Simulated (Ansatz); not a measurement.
Crystal: InP.

```
In P
1.0
     0.00000    2.93050    2.93050
     2.93050    0.00000    2.93050
     2.93050    2.93050    0.00000
In P
1 1
Direct
  0.00000 0.00000 0.00000
  0.75000 0.75000 0.75000
```

Base run:

```yaml
Program: Ansatz 0.2.0
Functional: PBE
Potentials_or_basis: all-electron LAPW, relativistic spinors
Cutoff: 245 eV
Density_cutoff: 978 eV
Basis_error_allowed: 0.001 eV/atom
k_mesh: 6 × 6 × 6
Occupations: fermi-dirac, width 0.05 eV
Spin: spin-orbit coupling, no magnetisation
```

Its results: band gap on the k mesh 0.68 eV, direct; pressure 3.3 GPa.

Q: The run is repeated on the same cell with these changes: functional from PBE to PBEsol. What comes out?

A: Band gap on the k mesh 0.58 eV, direct; pressure 0.5 GPa.

PBEsol binds more tightly than PBE, so the same cell stands under less pressure.

Not every run made on this cell is shown here.
